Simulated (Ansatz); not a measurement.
**NiO**

The computed numbers are results of PBE+U (U_eff = 6.2 eV on Ni 3d), scalar-relativistic (collinear spin) in the plane-wave PAW code Ansatz at 420 eV, Γ-centred 10×10×5 mesh, 0.05 eV Gaussian smearing; PAW files: Ansatz's generated set soft_2.

```xyz
4
Lattice="0.0000 2.1262 2.1262 2.1262 0.0000 2.1262 4.2493 4.2493 0.0030" Properties=species:S:1:pos:R:3 pbc="T T T"
Ni    0.0000    0.0000    0.0000
O     2.1254    2.1254    2.1269
Ni    2.1247    2.1247    0.0015
O     4.2501    4.2501    2.1284
```

The chain of runs began from a cell as deposited in COD, expanded in volume.

Magnetic state: antiferromagnetic, site spin moments Ni 1.69, -1.69 μB.

The cell has space group Fm-3m (read at 0.01 Å). In it the stress is 0.00, 0.00, 0.00, 0.01, 0.01, -0.01 GPa and the largest force component 0.000 eV/Å. Each change below starts from this cell, without further relaxation. Stress is in GPa, positive in compression, in the order xx, yy, zz, yz, xz, xy; energies are counted from the cell above.

Question: What happens when atom 2 (O) is moved by 0.05 Å along z?

Answer: The energy changes by 9.2 meV per cell, and the force on it along the shift is -0.371 eV/Å (−F/u = 7.43 eV/Å²). Stress: -0.01, -0.01, 0.45, 0.01, 0.01, -0.01. The gap on the mesh goes from 2.81 eV to 2.72 eV.
| atom | Fx (eV/Å) | Fy | Fz |
| --- | --- | --- | --- |
| Ni1 | 0.004 | 0.004 | 0.172 |
| O2 | 0.082 | 0.082 | -0.371 |
| Ni3 | 0.001 | 0.001 | 0.115 |
| O4 | -0.087 | -0.087 | 0.084 |
In a harmonic crystal the energy would rise by −½F·u = ½ × 7.43 × 0.05² eV = 9.3 meV, which matches.

Question: What stress follows from an engineering strain of -2 % in xx, atoms carried along?

Answer: 7.37, 2.30, 2.30, 0.02, 0.02, -0.02 GPa; the energy changes by 16.8 meV per cell. The gap on the mesh goes from 2.81 eV to 2.93 eV.
The change of the stress over the strain gives a clamped-atom stiffness of about 368 GPa for this component, a secant value that lies under the elastic constant in tension and over it in compression, by several per cent for each per cent of strain.
In a harmonic crystal the energy would rise by V(½Cε² − σ₀ε), with σ₀ the stress of the unstrained cell, = 17.7 meV, close to the run's value; the rest has the sign of the anharmonic part, which a secant stiffness overstates.

Question: All atoms and the cell are disturbed at random:
```
CELL_PARAMETERS angstrom
-0.02619 2.15790 2.14128
2.15070 -0.02391 2.13900
4.22861 4.23843 0.02499
ATOMIC_POSITIONS crystal
Ni 0.99548 0.02146 0.98705
O 0.45125 0.54861 0.24407
Ni 0.03951 0.99103 0.50833
O 0.51375 0.43890 0.76054
```
Give the energy change, the stress and the forces.

Answer: 266.3 meV per cell; stress -3.02, 0.73, 0.81, -0.59, -0.46, 2.37 GPa. The gap on the mesh goes from 2.81 eV to 2.05 eV.
```
atom  Fx (eV/Å)      Fy      Fz
 Ni1      0.468   0.903  -1.027
  O2     -0.099   0.598   0.037
 Ni3     -0.588  -0.824  -0.006
  O4      0.219  -0.676   0.996
```

With a Hubbard U or exact exchange the result depends on the state in which the open shell ends, and a lower one can't be excluded. Site moments are of spin, integrated over atomic spheres. The relaxed cell is 5 % larger in volume than the cell of this structure in the Crystallography Open Database (9.11 Å³/atom, 2012).
